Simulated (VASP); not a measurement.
Wanted: the native input for a VASP 6.6.1 run.

| Quantity | Value |
| --- | --- |
| Task | single point |
| Functional | PBE |
| Potentials or basis | VASP PAW PBE potentials, release 64 (Ag, Cl) |
| Cutoff | 520 eV |
| k mesh | 8 × 8 × 8 |
| Occupations | gaussian, width 0.02 eV |
| Spin | no spin polarisation |
| Dipole correction | no |
| Further INCAR settings | ALGO = Fast; EDIFF = 1e-06; NBANDS = 16 |

The structure of AgCl lies in POSCAR:

```
AgCl
1.0
    0.0271214070      2.7203492240      2.6954463370
    2.7269215895     -0.0110371370      2.7336048810
    2.6985799965      2.7301661750      0.0173044560
Ag Cl
1 1
Direct
    0.4920974343      0.5185114401      0.4928655139
    0.0079025657     -0.0185114401      0.0071344861
```

The cell isn't the ideal one: all atoms moved at random, cell strained at random.

The input as run:

INCAR

```
ALGO = Fast ; EDIFF = 1E-6
ENCUT = 520 ; GGA = PE
ISIF = 2 ; ISMEAR = 0
LASPH = T ; LCHARG = F
LREAL = F ; LWAVE = F
NBANDS = 16 ; NELM = 100
PREC = Accurate ; SIGMA = 0.02
```

KPOINTS

```
k-points
0
Gamma
  8 8 8
```

Potentials or basis: VASP PAW PBE potentials, release 64 (Ag, Cl).

Run with:

```sh
$ cat potpaw_PBE.64/Ag/POTCAR potpaw_PBE.64/Cl/POTCAR > POTCAR
$ mpirun -np 1 vasp_std > vasp.out
```

Results of the run:

The pressure is 5.7 GPa, the largest force is 0.220 eV/Å and the band gap on the k mesh is 0.88 eV, indirect (least direct gap 3.13 eV).

Wall time 2.7 min on 1 thread of Intel(R) Xeon(R) Platinum 8375C CPU @ 2.90GHz (Ice Lake), with other jobs on the host, peak memory 0.28 GiB.
